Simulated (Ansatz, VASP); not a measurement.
## KBr: VASP beside Ansatz

```
K Br
1.0
     3.87453    0.00000    0.00000
     0.00000    3.87453    0.00000
     0.00000    0.00000    4.00432
K Br
1 1
Direct
  0.00000 0.00000 0.00000
  0.50000 0.50000 0.50000
```

Change from the starting cell: epitaxial_xy strain -2.6%.

Alike in both runs: task single point; functional HSE06; k mesh 4 × 4 × 4; no spin polarisation.

```csv
,VASP,Ansatz
version,VASP 6.6.1,Ansatz 0.2.0
potentials or method,"VASP PAW PBE potentials, release 64 (K_sv, Br)","plane waves, PAW"
plane-wave cutoff (eV),520,420
occupations,"gaussian, width 0.01 eV",fixed
valence electrons in the cell,16,16
```

```tsv
	VASP	Ansatz	Ansatz less VASP
gap on the k mesh at the Fermi level (eV)	5.28	5.28	+0.003
pressure (GPa)	1.5	1.5	-0.03
largest component of the traceless stress (GPa)	0.92	0.92	+0.004
```

Ansatz warned: «stress_exchange_threshold_loose».

Caveats: the PAW data sets were made with another functional, which shifts forces and pressure a little (VASP). A k mesh can miss the band edges.
